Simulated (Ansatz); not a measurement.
# Ge (Fd-3m) in Ansatz: settings compared, part 2 of 2

Ansatz 0.2.0.

## (4) Elastic constants, LDA

input.yaml

```yaml
crystal:
  lattice:
    - [0.0, 2.82891, 2.82891]
    - [2.82891, 0.0, 2.82891]
    - [2.82891, 2.82891, 0.0]
  atoms:
    - { symbol: Ge, position: [0.75, 0.75, 0.75] }
    - { symbol: Ge, position: [0.5, 0.5, 0.5] }
kpoints:
  mp_grid: { grid: [6, 6, 6] }
scf:
  occupations: { method: fermi_dirac, width: 0.05 }
hamiltonian:
  xc: lda
  pseudopotentials: { kind: all_electron, lapw: { basis_error: 0.001 } }
output:
  forces: true
  stress: true
elastic:
  mode: clamped_ion
  stencil: two_point
```

Potentials or basis: all-electron LAPW, scalar-relativistic.

On the command line:

```
$ ansatz run input.yaml --threads 1 --pin off --max-ram 3072MiB --backend cpu --events-out ev --progress --plain --runs-dir out
```

Output:

```text
Warning: RAYON_NUM_THREADS=1 ignored (pool sized by the plan → 1); use --threads N
LAPW: plane waves up to 9.477 Å⁻¹, error target 1.0e-3 eV per atom; small_component_spin mean_spin; Ge in spheres of 1.188 Å, 22 of its electrons in bands, Dirac shells [] (how accurate: hamiltonian.pseudopotentials.lapw.basis_error, Limitations)
Engine: ansatz 0.2.0, aarch64-unknown-linux-gnu
Pseudopotentials: kind: all_electron
Pseudopotential: Ge, LAPW, valence charge 22, lapw/all_electron/scalar/gaussian/Ge, Koelling and Harmon's equation, gaussian nucleus
Functional definition: SPW92
  exchange = slater_x
  correlation = pw_c
Crystal: 2 atoms, lattice volume = 45.278 Å³
Basis set: ecut = 342.1616005778646 eV, 645 PW (Γ), exchange–correlation at level 2
Bands: 27, of which v1, the nominal top of the filled ones, is band 22 counted from 1 (21 counted from 0)
Symmetry: 48 space group operations
Space group: Fd-3m (ITA 227), of the structure as read, at distance tolerance 3.6e-5 Å
k-points: 16 of 216
Non-local potential: Ge, projectors of the file, none
Initial density: superposition of atomic densities (chi_scale 0.1, normalization cell)
Initial wavefunctions: plane waves of lowest kinetic energy (no species holds an atomic orbital)
Functional: x = slater, c = lda
iter 1 solved again at ethr=1.02e-3 eV; its pass at ethr=1.00e-1 eV (dr2=4.48e-1 eV) is discarded
SCF iter   1: F=—  HF=-114074.429645 eV  |F-HF|=—  |Δ(HF+E_count)|=         —  Δρ=3.00e-2  dr2=4.50e-1  ethr=1.02e-3  ⟨swp⟩=2.1  Hψ=2667  notcnv=0
preconditioner: auto → none  [insulator: Δε(μ)=0.218 eV  Ē_g=24.302 eV  σ=0.050 eV  W_gap=0.63  n_scr=14 (ndim 8)  ℏωp=29.2 eV  f_vac=0.088  D(μ)=0.15/eV (n_scr^D=0)  ε∞_Penn≈2.4]
SCF iter   2: F=—  HF=-114074.295370 eV  |F-HF|=—  |Δ(HF+E_count)|=   1.34e-1  Δρ=1.27e-2  dr2=7.39e-2  ethr=1.02e-3  ⟨swp⟩=2.0  Hψ=1280  notcnv=0
iter 3 solved again at ethr=8.14e-7 eV; its pass at ethr=1.68e-4 eV (dr2=3.58e-4 eV) is discarded
[... 82 lines left out ...]
  atom   2  Ge    -0.00000000    -0.00000000     0.00000000
  max |Σ_I F_I| component: 7.23e-19 eV/Å
--- Stress (GPa, compression-positive) ---
       -1.129004      -0.000000       0.000000
       -0.000000      -1.129004       0.000000
        0.000000       0.000000      -1.129004
  P = ⅓ Tr σ = -1.1290 GPa (-11.290 kbar)
--- Band table (eV; the first three rows and the last of 16) ---
  k-point 0: bands = ["-153.1792", "-153.1767", "-100.8285", "-100.8285", "-100.8285", "-100.8196", "-100.8196", "-100.8196", "-15.2225", "-15.2225", "-15.2225", "-15.1861", "-15.1861", "-14.9745", "-14.9745", "-14.9745", "-14.9619", "-14.9619", "-3.1342", "9.4954", "9.6861", "9.6861", "9.6861", "12.2103", "12.2103", "12.2103", "15.8793"]
  k-point 1: bands = ["-153.1790", "-153.1768", "-100.8287", "-100.8287", "-100.8283", "-100.8199", "-100.8195", "-100.8195", "-15.2344", "-15.2344", "-15.2182", "-15.1687", "-15.1687", "-14.9920", "-14.9920", "-14.9796", "-14.9474", "-14.9474", "-2.7983", "6.4471", "9.1637", "9.1637", "10.5157", "12.8998", "12.8998", "13.7434", "17.3165"]
  k-point 2: bands = ["-153.1787", "-153.1771", "-100.8289", "-100.8289", "-100.8277", "-100.8204", "-100.8192", "-100.8192", "-15.2446", "-15.2446", "-15.2093", "-15.1496", "-15.1496", "-15.0065", "-15.0065", "-14.9901", "-14.9369", "-14.9369", "-1.8675", "3.5426", "8.5198", "8.5198", "9.9578", "13.4302", "13.4302", "16.5786", "17.3631"]
  k-point 15: bands = ["-153.1779", "-153.1779", "-100.8296", "-100.8296", "-100.8241", "-100.8241", "-100.8185", "-100.8185", "-15.2673", "-15.2673", "-15.1407", "-15.1407", "-15.0750", "-15.0750", "-15.0386", "-15.0386", "-14.9106", "-14.9106", "0.8149", "0.8149", "5.9427", "5.9427", "12.3044", "12.3044", "16.1722", "16.1722", "20.6077"]
--- Elastic constants: 2 strain directions × 2 members + reference (group order 48) ---
  dense FFT box of the reference and of every strained cell: 30×30×30
  strains applied: 11, 23; error gains: componentwise 1.00 (the most a stress slope's error grows in a printed constant), spectral 1.73 (1 for all six strains in a standard setting)
  C = ∂σ_k/∂η_j (tension-positive GPa; Voigt order 11 22 33 23 13 12):
       108.246     41.878     41.878      0.000     -0.000     -0.000
        41.878    108.246     41.878     -0.000     -0.000      0.000
        41.878     41.878    108.246      0.000      0.000     -0.000
         0.000     -0.000      0.000     70.733     -0.000     -0.000
        -0.000     -0.000      0.000      0.000     70.733      0.000
        -0.000      0.000     -0.000     -0.000     -0.000     70.733
  reference stress σ⁰ (GPa):      1.129      1.129      1.129     -0.000     -0.000      0.000
  no Pulay correction (none for the plane-wave cutoff is built on LAPW): the batch's stresses and constants are at fixed plane waves
  C* (energy form; C + prestress term) asymmetry max|C*_kj − C*_jk| = 1.421e-14 GPa — a small one proves nothing (zero by symmetry where the batch's group is 432, −43m or m−3m); a large one is finite-difference/SCF noise where every solve meets its electron count
  moduli (Voigt/Reuss/Hill, GPa): K = 64.00/64.00/64.00   G = 55.71/48.69/52.20   E = 123.13   ν = 0.179
  mechanically stable: yes (min eigenvalue of sym C = 66.37 GPa)
  where every solve meets its electron count the energy-path curvature estimates C_jj along a normal strain and C_jj − ¼(σ⁰_aa + σ⁰_bb) along a shear (ab), closely only under elastic.basis: deformed
  strain η (Voigt 11):  stress-route row diagonal C_11 = 108.25 GPa, energy-path curvature d²(F+E_count)/dδ²/Ω₀ = 108.25 GPa
         δ    σ_11 (GPa)             F (eV)   n_scf  n_hpsi   n_pw
    -2.000e-3       0.9123     -114074.2726196       7   22564    660
     2.000e-3       1.3453     -114074.2713434       7   22450    660
  strain η (Voigt 23):  stress-route row diagonal C_44 = 70.73 GPa, energy-path curvature d²(F+E_count)/dδ²/Ω₀ = 70.16 GPa
         δ    σ_23 (GPa)             F (eV)   n_scf  n_hpsi   n_pw
    -2.000e-3      -0.1415     -114074.2720030       8   37694    660
     2.000e-3       0.1415     -114074.2720030       8   37670    660
```

elastic.tsv:

```text
# convention: tension-positive GPa; Voigt order 11 22 33 23 13 12; engineering shear strains; stresses and constants hold the Pulay correction, whose part of sigma0, of c and of each member's stress the lines and columns named pulay_correction_..._gpa give (of c_energy it is that of c and, on the columns of strains 1 to 3, that of sigma0; of a layer's constants it is that of c in the plane, times a tenth of its plane spacing in ang); where a line pulay_correction_withheld stands none holds it
[... 15 lines left out ...]
6	-1.5690013545e-29	1.5690013523e-29	-3.9443045261e-31	-4.8397539881e-47	-9.6795079761e-47	7.0733083778e1	1.3896667098e-16	1.3896667098e-16	1.3896667098e-16	-4.8397539881e-47	-9.6795079761e-47	7.0733083778e1	nan	nan	nan	nan	nan	nan
```

elastic_members.tsv:

```text
# convention: tension-positive GPa; Voigt order 11 22 33 23 13 12; engineering shear strains; stresses and constants hold the Pulay correction, whose part of sigma0, of c and of each member's stress the lines and columns named pulay_correction_..._gpa give (of c_energy it is that of c and, on the columns of strains 1 to 3, that of sigma0; of a layer's constants it is that of c in the plane, times a tenth of its plane spacing in ang); where a line pulay_correction_withheld stands none holds it
[... 14 lines left out ...]
3	2.0000000000e-3	1.1285885347e0	1.1283179327e0	1.1283179327e0	1.4146573145e-1	1.1117333679e-15	-2.2799219458e-17	-1.1407427200e5	-1.1407427099e5	8	37670	660	nan	nan	0.0000000000e0	nan	nan	nan	nan	nan	nan	nan	0.0000000000e0
```

Wall time 80 s (1 thread of Arm Neoverse N1, shared host); peak memory 0.36 GiB.

Results:

```yaml
Free_energy: -114074.2720 eV
Pressure: -1.1 GPa
Band_gap_on_the_k_mesh: none (metal or under the smearing width)
Clamped-ion_elastic_constants_C11_C12_C44: 108, 42, 71 GPa
Voigt_bulk_modulus: 64 GPa
```

Elastic tensor in Voigt notation (GPa, ions clamped, in the Cartesian axes of the cell as first typed):
```
108  42  42   0   0   0
 42 108  42   0   0   0
 42  42 108   0   0   0
  0   0   0  71   0   0
  0   0   0   0  71   0
  0   0   0   0   0  71
```

Caveat: the k mesh is thin for a metal, which can move the energy by tens of meV per atom; a metal's response needs a denser mesh; elastic constants of metals need much finer meshes, so these are rough; this crystal is a semiconductor, whose small gap the functional closes, so the metal is an error of the method.

## (5) Summary

```tsv
task	level	potentials or basis	spin	cutoff (eV)	gap on the mesh (eV)	pressure (GPa)
band structure	LDA	all-electron LAPW, relativistic spinors	SOC, no magnetisation	317	-	-1.1
phonons	PBE	all-electron LAPW, scalar-relativistic	off	341	none	-
elastic constants	LDA	all-electron LAPW, scalar-relativistic	off	342	none	-1.1
```

Alike in all rows: cell as given; k mesh 6 × 6 × 6; smearing fermi-dirac 0.05 eV; basis error allowed 0.001 eV/atom.

Caveats: the k mesh is thin for a metal, which can move the energy by tens of meV per atom; this crystal is a semiconductor, whose small gap the functional closes, so the metal is an error of the method; a metal's response needs a denser mesh (some runs); elastic constants of metals need much finer meshes, so these are rough (some runs).

Compare energies only between runs with the same functional and basis.

## (6) Comparison with measurements

Step 2. Measured gap of Ge: 0.807 eV (direct; 300 K; “Electronic and optical properties of SixGe1-x-ySny alloys lattice-matched to Ge”, 2021, arxiv:2109.02782). This calculation gives 0.00 eV (-0.81 eV). 3 values of this kind are on record (0.666 to 0.807 eV); this one was drawn at random among those near their median. The value is that of LDA, without temperature or zero-point motion. Semilocal functionals fall short of measured gaps as a rule.

Step 3. Against the measured gap of Ge, 0.666 eV (indirect; 293 K; “Electronic and optical properties of SixGe1-x-ySny alloys lattice-matched to Ge”, 2021, arxiv:2109.02782), the calculated 0.00 eV is off by -0.67 eV. 3 values of this kind are on record (0.666 to 0.807 eV); this one was drawn at random among those near their median. Spin-orbit coupling on Ge is left out. The value is that of PBE on a finite k mesh, which can miss the band edges, without temperature or zero-point motion. Semilocal functionals fall short of measured gaps as a rule.

Step 4. Against the measured gap of Ge, 0.744 eV (indirect; 0 K; “Temperature-dependent photoluminescence in Ge: experiment and theory”, 2020, arxiv:2003.00143), the calculated 0.00 eV is off by -0.74 eV. 3 values of this kind are on record (0.666 to 0.807 eV); this one was drawn at random among those near their median. Spin-orbit coupling on Ge is left out. The value is that of LDA on a finite k mesh, which can miss the band edges, without temperature or zero-point motion. Semilocal functionals fall short of measured gaps as a rule.
